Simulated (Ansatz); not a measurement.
## Worked example: C2H9ClSi2 + C4H9 → C2H9Si2 + C4H9Cl

Species: C2H9ClSi2 `C[SiH2][SiH](C)Cl`, singlet; C4H9 (1-butyl radical) `[CH2]CCC`, doublet; C2H9Si2 `C[SiH][SiH2]C`, doublet; C4H9Cl (1-chlorobutane) `CCCCCl`, singlet. A radical takes Cl: the energy is the difference in strength between the Si–Cl bond broken and the C–Cl bond made.

Shapes, held fixed at every level: PBE0-D4/def2-TZVP. Flexible molecules stand in one conformer, not always the lowest. Programs: Ansatz 0.2.0. Electronic energies: no zero-point or thermal term.

At B2PLYP/def2-TZVPP; 1 Eh = 2625.50 kJ/mol:

| species | energy (Eh) |
| --- | --- |
| C2H9ClSi2 | -1120.494117 |
| C4H9 | -157.681768 |
| C2H9Si2 | -660.300541 |
| C4H9Cl | -617.838328 |

Q: Work out ΔE of the reaction at this level.

A: 
1. Products less reactants: (-660.300541) + (-617.838328) − [(-1120.494117) + (-157.681768)] = 0.037016 Eh = +97.2 kJ/mol.

Other levels give +81.8 (PBE-D4/def2-TZVPP) to +126.4 kJ/mol (HF/def2-TZVPP). No measured value is set beside it here. Open shells run unrestricted.
